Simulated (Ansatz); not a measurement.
# TiO2: the band gap up the ladder of functionals

One table from this session's results is given with a row withheld; the runs are named, their logs left out.

Program: Ansatz 0.2.0. PAW datasets, plane waves. No spin polarisation and no zero-point or thermal motion.

**The cell**

The cell was relaxed beforehand with r2SCAN.

It is orthorhombic, Pbcn (No. 60); conventional cell a = 4.546 Å, b = 5.513 Å, c = 4.894 Å, 10.22 Å³ an atom. Around Ti lie 6 O at 1.87–2.10 Å; around O lie 3 Ti at 1.87–2.10 Å.

Coordinates:

```cif
data_structure
_symmetry_space_group_name_H-M 'P 1'
_symmetry_Int_Tables_number 1
_cell_length_a 4.5456
_cell_length_b 5.5133
_cell_length_c 4.8936
_cell_angle_alpha 90.000
_cell_angle_beta 90.000
_cell_angle_gamma 90.000
_cell_volume 122.64
loop_
_atom_site_label
_atom_site_type_symbol
_atom_site_fract_x
_atom_site_fract_y
_atom_site_fract_z
_atom_site_occupancy
Ti1 Ti 0.50000 0.67581 0.75000 1
Ti2 Ti 0.00000 0.82419 0.25000 1
Ti3 Ti 0.50000 0.32419 0.25000 1
Ti4 Ti 0.00000 0.17581 0.75000 1
O1 O 0.72889 0.61816 0.08083 1
O2 O 0.22889 0.88184 0.91917 1
O3 O 0.77111 0.88184 0.58083 1
O4 O 0.27111 0.61816 0.41917 1
O5 O 0.72889 0.38184 0.58083 1
O6 O 0.22889 0.11816 0.41917 1
O7 O 0.77111 0.11816 0.08083 1
O8 O 0.27111 0.38184 0.91917 1
```

The first run:

File input.yaml:

```yaml
crystal:
  lattice:
    - [4.5455839068, 0.0, 0.0]
    - [0.0, 5.5133371794, 0.0]
    - [0.0, 0.0, 4.8935949524]
  atoms:
    - { symbol: Ti, position: [0.5, 0.6758058729, 0.75] }
    - { symbol: Ti, position: [0.0, 0.8241941271, 0.25] }
    - { symbol: Ti, position: [0.5, 0.3241941271, 0.25] }
    - { symbol: Ti, position: [0.0, 0.1758058729, 0.75] }
    - { symbol: O, position: [0.7288854363, 0.618156108, 0.0808267092] }
    - { symbol: O, position: [0.2288854363, 0.881843892, 0.9191732908] }
    - { symbol: O, position: [0.7711145637, 0.881843892, 0.5808267092] }
    - { symbol: O, position: [0.2711145637, 0.618156108, 0.4191732908] }
    - { symbol: O, position: [0.7288854363, 0.381843892, 0.5808267092] }
    - { symbol: O, position: [0.2288854363, 0.118156108, 0.4191732908] }
    - { symbol: O, position: [0.7711145637, 0.118156108, 0.0808267092] }
    - { symbol: O, position: [0.2711145637, 0.381843892, 0.9191732908] }
kpoints:
  mp_grid: { grid: [6, 6, 6] }
  band_path:
    path:
      - [[0.0, 0.0, 0.0], [0.5, 0.0, 0.0], [0.5, 0.5, 0.0], [0.0, 0.5, 0.0], [0.0, 0.0, 0.0], [0.0, 0.0, 0.5], [0.5, 0.0, 0.5], [0.5, 0.5, 0.5], [0.0, 0.5, 0.5], [0.0, 0.0, 0.5]]
      - [[0.5, 0.0, 0.0], [0.5, 0.0, 0.5]]
      - [[0.0, 0.5, 0.0], [0.0, 0.5, 0.5]]
      - [[0.5, 0.5, 0.0], [0.5, 0.5, 0.5]]
    npoints: 10
hamiltonian:
  xc: pbe
scf:
  occupations: { method: fermi_dirac, width: 0.02 }
  n_extra_bands: 7
output:
  forces: true
  stress: true
  eigenvalues: true
```

Among the steps run: Band structure with PBE; r2SCAN; Single point with HSE06; Single point with PBE0.

One of the session's tables, all rows but one given; the rest of the session is left out.

```
 level  gap (eV)
   PBE      2.67
r2SCAN      3.05
 HSE06         ?
  PBE0      4.95
```

**Question.** Estimate the row for HSE06.

**Answer.** gap (eV): 4.20. In the column «gap (eV)» it lies between r2SCAN (3.05) and PBE0 (4.95).

Meshes: PBE 6×6×6, r2SCAN 6×6×6, HSE06 4×4×4, PBE0 4×4×4

PBE reaches 64 % of the HSE06 value, and r2SCAN 73 %. PBE0 lies 0.75 eV above HSE06, which differs from it by screening the long-range exchange.

To keep in mind: Warnings in the runs' records: stress scf threshold loose, stress exchange threshold loose.
